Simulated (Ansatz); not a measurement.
# Cu2O (Cuprite) (111): surface energy and levels

Aim: for Cu2O (Cuprite), compute energy, relaxation and work function or band edges of the (111) face.

The COD entry's cell or inner coordinates are ideal or old and differ from later refinements, so a difference from it is no clean test against experiment.

Computed with Ansatz 0.2.0 (DFT PBEsol, scalar-relativistic, plane waves, PAW, unless a step's input says otherwise).

1 further run of the same task is left out (set aside as unsound or not needed).

## 1. The system as given

It takes space group Pn-3m (No. 224, cubic). Conventional cell: a = 4.222 Å, b = 4.222 Å, c = 4.222 Å, α = 90.00°, β = 90.00°, γ = 90.00°. Cu (site symmetry -3m) has 2 O at 1.83 Å as nearest neighbours. O (site symmetry -43m) has 4 Cu at 1.83 Å as nearest neighbours.

As a file:

```
Cu O
1.0
     4.22235    0.00000    0.00000
     0.00000    4.22235    0.00000
     0.00000    0.00000    4.22235
Cu O
4 2
Direct
  0.25000 0.25000 0.25000
  0.25000 0.75000 0.75000
  0.75000 0.75000 0.25000
  0.75000 0.25000 0.75000
  0.00000 0.00000 0.00000
  0.50000 0.50000 0.50000
```

It is the result of an earlier relaxation at this level (volume 12.55 Å³/atom; gap on the mesh: 0.56 eV).

Bulk energy on matching settings, from an earlier run: -4578.9910 eV/atom.

## 2. Cutting the (111) slab

Planes are indexed in the bulk's conventional cell (Pn-3m (No. 224)), a = 4.222 Å, b = 4.222 Å, c = 4.222 Å, α = 90.00°, β = 90.00°, γ = 90.00°.

The slab is a (111) slab, 13.4 Å thick as cut, with 15 Å of vacuum; its outer planes are O (top) and O (bottom).

The slab as cut. Its planes from the bottom up:

```csv
plane,atoms per cell,height over the lowest (Å)
1,O,0.00
2,Cu4,0.61
3,O,1.22
4,O,2.44
5,Cu4,3.05
6,O,3.66
7,O,4.88
8,Cu4,5.48
9,O,6.09
10,O,7.31
11,Cu4,7.92
12,O,8.53
13,O,9.75
14,Cu4,10.36
15,O,10.97
16,O,12.19
17,Cu4,12.80
18,O,13.41
```

## 3. Single point on the unrelaxed (111) slab

The cell repeats along c, and a dipole correction in the vacuum removes the field between the copies.

File input.yaml:

```yaml
crystal:
  lattice:
    - [5.9713085834, 0.0, 0.0]
    - [-2.9856542917, 5.171304927, 0.0]
    - [0.0, 0.0, 28.4077708655]
  atoms:
    - { symbol: O, position: [0.3333333333, 0.6666666667, 0.2640122675] }
    - { symbol: Cu, position: [0.0, 0.0, 0.2854656977] }
    - { symbol: Cu, position: [0.5, 0.5, 0.2854656977] }
    - { symbol: Cu, position: [0.0, 0.5, 0.2854656977] }
    - { symbol: Cu, position: [0.5, 0.0, 0.2854656977] }
    - { symbol: O, position: [0.6666666667, 0.3333333333, 0.3069191279] }
    - { symbol: O, position: [0.0, 0.0, 0.3498259884] }
    - { symbol: Cu, position: [0.6666666667, 0.3333333333, 0.3712794186] }
    - { symbol: Cu, position: [0.1666666667, 0.8333333333, 0.3712794186] }
    - { symbol: Cu, position: [0.6666666667, 0.8333333333, 0.3712794186] }
    - { symbol: Cu, position: [0.1666666667, 0.3333333333, 0.3712794186] }
    - { symbol: O, position: [0.3333333333, 0.6666666667, 0.3927328489] }
    - { symbol: O, position: [0.6666666667, 0.3333333333, 0.4356397093] }
    - { symbol: Cu, position: [0.3333333333, 0.6666666667, 0.4570931395] }
    - { symbol: Cu, position: [0.8333333333, 0.1666666667, 0.4570931395] }
    - { symbol: Cu, position: [0.3333333333, 0.1666666667, 0.4570931395] }
    - { symbol: Cu, position: [0.8333333333, 0.6666666667, 0.4570931395] }
    - { symbol: O, position: [0.0, 0.0, 0.4785465698] }
    - { symbol: O, position: [0.3333333333, 0.6666666667, 0.5214534302] }
    - { symbol: Cu, position: [0.0, 0.0, 0.5429068605] }
    - { symbol: Cu, position: [0.5, 0.5, 0.5429068605] }
    - { symbol: Cu, position: [0.0, 0.5, 0.5429068605] }
    - { symbol: Cu, position: [0.5, 0.0, 0.5429068605] }
    - { symbol: O, position: [0.6666666667, 0.3333333333, 0.5643602907] }
    - { symbol: O, position: [0.0, 0.0, 0.6072671511] }
    - { symbol: Cu, position: [0.6666666667, 0.3333333333, 0.6287205814] }
    - { symbol: Cu, position: [0.1666666667, 0.8333333333, 0.6287205814] }
    - { symbol: Cu, position: [0.6666666667, 0.8333333333, 0.6287205814] }
    - { symbol: Cu, position: [0.1666666667, 0.3333333333, 0.6287205814] }
    - { symbol: O, position: [0.3333333333, 0.6666666667, 0.6501740116] }
    - { symbol: O, position: [0.6666666667, 0.3333333333, 0.6930808721] }
    - { symbol: Cu, position: [0.3333333333, 0.6666666667, 0.7145343023] }
    - { symbol: Cu, position: [0.8333333333, 0.1666666667, 0.7145343023] }
    - { symbol: Cu, position: [0.3333333333, 0.1666666667, 0.7145343023] }
    - { symbol: Cu, position: [0.8333333333, 0.6666666667, 0.7145343023] }
    - { symbol: O, position: [0.0, 0.0, 0.7359877325] }
basis:
  ecutwfc: 420
kpoints:
  mp_grid: { grid: [6, 6, 1] }
hamiltonian:
  xc: pbesol
scf:
  occupations: { method: gaussian, width: 0.05 }
output:
  forces: true
  stress: true
  eigenvalues: true
  write_density: true
  write_potential: true
  elf: true
  volumetric_format: npy
efield:
  axis: 3
  dipole_correction: true
```

The run is started by

```bash
ansatz run input.yaml --threads 4 --pin off --max-ram 10240MiB --backend cpu --events-out ev --progress --plain --runs-dir out
```

Log, cut to the lines that bear on the results:

```text
Warning: RAYON_NUM_THREADS=4 ignored (pool sized by the plan → 4); use --threads N
[...]
Pseudopotentials: kind: paw
Pseudopotential: O, paw, valence charge 6, recommended cutoff 420 eV (normal), O.paw.azcp
Pseudopotential: Cu, paw, valence charge 19, recommended cutoff 420 eV (normal), Cu.paw.azcp
Functional definition: PBEsol
[...]
Crystal: 36 atoms, lattice volume = 877.217 Å³
Basis set: ecut = 420 eV, 17075 PW (Γ), exchange–correlation on 80×80×384 points (8 copies of the dense FFT grid, shifted against one another)
Bands: 317, of which v1, the nominal top of the filled ones, is band 264 counted from 1 (263 counted from 0)
Symmetry: 6 space group operations
k-points: 7 of 36 (time reversal used)
[...]
SCF iter   1: F=—  HF=-164840.140099 eV  |F-HF|=—  |Δ(HF+E_count)|=         —  Δρ=1.39e-2  dr2=1.41e0  ethr=1.77e-3  p=0.000 e·Å  D=5.85e-13 V/Å  ΔV_dip=-0.00 eV  dr2_dipole=3.61e-10  V_vac-E_F(+/−)=4.70/4.70 eV  ⟨swp⟩=6.0  Hψ=8665  notcnv=0  defer=59
[...]
SCF iter  18: F=-164839.848256 eV  HF=-164839.848256 eV  |F-HF|=2.91e-10  |Δ(HF+E_count)|=   2.91e-9  Δρ=1.31e-6  dr2=1.48e-8  ethr=1.89e-11  p=0.000 e·Å  D=1.36e-7 V/Å  ΔV_dip=-0.00 eV  dr2_dipole=2.16e-12  V_vac-E_F(+/−)=4.49/4.49 eV  ⟨swp⟩=7.9  Hψ=14469  notcnv=0
[...]
WARN: The output density's exchange-correlation potential varies sharply where the density is thin. Do not read a vacuum level from v_tot or v_xc, or from such a field of the output density. On a cell that repeats whose density bears no net charge and no dipole along the vacuum's axis use [...]
SCF converged after 18 iterations
Free energy (F): -164839.848256 eV
[...]
E sigma→0 (E₀):  -164839.848256 eV
Fermi energy:    3.746692 eV
Dipole field:    D = -0.000001 V/Å  (p = -0.000004 e·Å, saw-weighted, corrected)
Work function:   Φ+ = 4.4901 eV   Φ− = 4.4901 eV
Levels:          The Fermi level and band energies are counted from a zero that moves with the ramp; work functions are not
[...]
--- Forces (eV/Å), atoms counted from 1 ---
  atom   1  O      0.00000000    -0.00000000    -0.07410483
  atom   2  Cu    -0.00000000     0.00000000    -0.41600666
  atom   3  Cu    -0.63791537     0.36830061     0.10932401
  atom   4  Cu     0.63791537     0.36830061     0.10932401
  atom   5  Cu    -0.00000000    -0.73660122     0.10932401
  atom   6  O      0.00000000     0.00000000    -0.52981345
  atom   7  O     -0.00000000    -0.00000000     0.48125412
  atom   8  Cu     0.00000000     0.00000000     0.06562316
[...]
--- Stress (GPa, compression-positive) ---
       -1.627333      -0.000000       0.000000
        0.000000      -1.627333       0.000000
        0.000000       0.000000       0.392935
  P = ⅓ Tr σ = -0.9539 GPa (-9.539 kbar)
--- Band table (eV; the first three rows and the last of 7) ---
[...]
```

It took 98 s on 4 threads of Oxide Virtual Turin-like (Zen 5), shared host; peak memory 5.3 GiB.

Read from this run: gap on the mesh 0.43 eV (a mesh can miss band crossings, so it may be none).

Density in a lattice plane of the grid's cell (edges 5.97 and 28.41 Å, at 0.000 of the third edge), which holds Cu and O.

Ten even steps from '0' (0.00 e/Å³) to '9' (45.80 e/Å³):
```
000000
000000
000000
000000
100000
000000
000000
100000
900900
000000
000000
000000
100000
300300
000000
000000
000000
000000
000000
000000
```
Columns run along the first of these edges and rows up along the second, over one cell in 6 and 20 even steps from the bottom left corner. Atoms in the plane (fractional): Cu at (0.00, 0.29), Cu at (0.50, 0.29), O at (0.00, 0.35), O at (0.00, 0.48), Cu at (0.00, 0.54), Cu at (0.50, 0.54), O at (0.00, 0.61), O at (0.00, 0.74).

ELF in the same plane.

Ten even steps from '0' (0.00) to '9' (0.83):
```
000000
000000
000000
100000
942124
512121
112021
531113
922922
921112
712121
011011
232123
512521
012221
000000
000000
000000
000000
000000
```
Columns run along the first of these edges and rows up along the second, over one cell in 6 and 20 even steps from the bottom left corner. Atoms in the plane (fractional): Cu at (0.00, 0.29), Cu at (0.50, 0.29), O at (0.00, 0.35), O at (0.00, 0.48), Cu at (0.00, 0.54), Cu at (0.50, 0.54), O at (0.00, 0.61), O at (0.00, 0.74).

Both are smooth fields of the valence electrons: close to the nuclei they are not physical.

Outside the cores ELF peaks at 0.87 beside O, off the lines to its neighbours, 0.5 Å from O; 0.85 in the shell around O, 0.6 Å from O.

[end of part 1 of 2]
